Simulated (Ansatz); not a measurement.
# AlP: the cost of one run

Program: Ansatz 0.2.0. Level of theory: DFT PBE, scalar-relativistic, plane waves, PAW. These are calculated values, not measurements.

The COD entry's cell or inner coordinates are ideal or old and differ from later refinements, so a difference from it is no clean test against experiment.

2 further runs of the same task are left out: 2 set aside as unsound or not needed.

## (1) The structure to begin with

Symmetry: F-43m, No. 216, cubic system. The conventional cell has a = 5.508 Å, b = 5.508 Å, c = 5.508 Å, α = 90.00°, β = 90.00°, γ = 90.00°. Around Al (site symmetry -43m) lie 4 P at 2.38 Å. P (site symmetry -43m) is surrounded by 4 Al at 2.38 Å.

Coordinates:

```cif
data_structure
_symmetry_space_group_name_H-M 'F-43m'
_symmetry_Int_Tables_number 216
_cell_length_a 5.5078
_cell_length_b 5.5078
_cell_length_c 5.5078
_cell_angle_alpha 90.000
_cell_angle_beta 90.000
_cell_angle_gamma 90.000
_cell_volume 167.08
loop_
_atom_site_label
_atom_site_type_symbol
_atom_site_symmetry_multiplicity
_atom_site_Wyckoff_symbol
_atom_site_fract_x
_atom_site_fract_y
_atom_site_fract_z
_atom_site_occupancy
Al1 Al 4 a 0.00000 0.00000 0.00000 1
P1 P 4 c 0.25000 0.25000 0.25000 1
```

This cell was relaxed beforehand with the same method: volume 20.89 Å³/atom, gap on the mesh 1.63 eV.

## (2) Relaxing at 4 GPa

What is minimised here is the enthalpy; the energy can go up as the cell is squeezed.

input.yaml

```yaml
crystal:
  lattice:
    - [0.0, 2.7538855109, 2.7538855109]
    - [2.7538855109, 0.0, 2.7538855109]
    - [2.7538855109, 2.7538855109, 0.0]
  atoms:
    - { symbol: Al, position: [0.0, 0.0, 0.0] }
    - { symbol: P, position: [0.75, 0.75, 0.75] }
basis:
  ecutwfc: 420
kpoints:
  mp_grid: { grid: [8, 8, 8] }
hamiltonian:
  xc: pbe
scf:
  occupations: { method: fixed }
output:
  forces: true
  stress: true
  eigenvalues: true
relax:
  adjacent_minimum: "off"
  f_tol: 0.001
  max_steps: 60
  cell: { stress_tol: 0.02, p_target: 4.0 }
```

On the command line:

```sh
$ ansatz run input.yaml --threads 1 --pin off --max-ram 3072MiB --backend cpu --events-out ev --progress --plain --runs-dir out
```

**Question.** How long does this run take on 1 thread of Intel Xeon at 2.70GHz, shared host, and how much memory does it need?

About 9.7 s, with a peak of 0.32 GiB.
